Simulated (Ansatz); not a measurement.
Input and command of a plane-wave DFT calculation in Ansatz:

```yaml
crystal:
  lattice:
    - [6.5316981833, -1.14388e-05, 0.0188691932]
    - [-3.1994377141, 5.8377281112, -0.0021648613]
    - [-2.1748254126, 0.0010141477, 0.8249193293]
  atoms:
    - { symbol: Cr, position: [0.3333333333, 0.6666666667, 0.0] }
    - { symbol: Cr, position: [0.0, 0.0, 0.0] }
    - { symbol: Cr, position: [0.6666666667, 0.3333333333, 0.0] }
basis:
  ecutwfc: 420
kpoints:
  mp_grid: { grid: [6, 6, 40] }
hamiltonian:
  xc: lda
scf:
  occupations: { method: gaussian, width: 0.1 }
output:
  forces: true
  stress: true
  eigenvalues: true
```

```bash
ansatz run input.yaml --threads 8 --pin off --max-ram 20480MiB --backend cpu --events-out ev --progress --plain --runs-dir out
```

Processor: AMD EPYC 9R45 96-Core Processor (Zen 5), 8 threads, on a host shared with other jobs.

Question: How long does it run, and how much memory does it take?

Answer: About 1.4 s on 8 threads of AMD EPYC 9R45 96-Core Processor (Zen 5) (shared host), peak memory 0.81 GiB. It solves 26 bands at 724 k points (the mesh reduced by the symmetry that the task leaves, which can be less than the crystal's) with about 621 plane waves, in 6 SCF iterations.
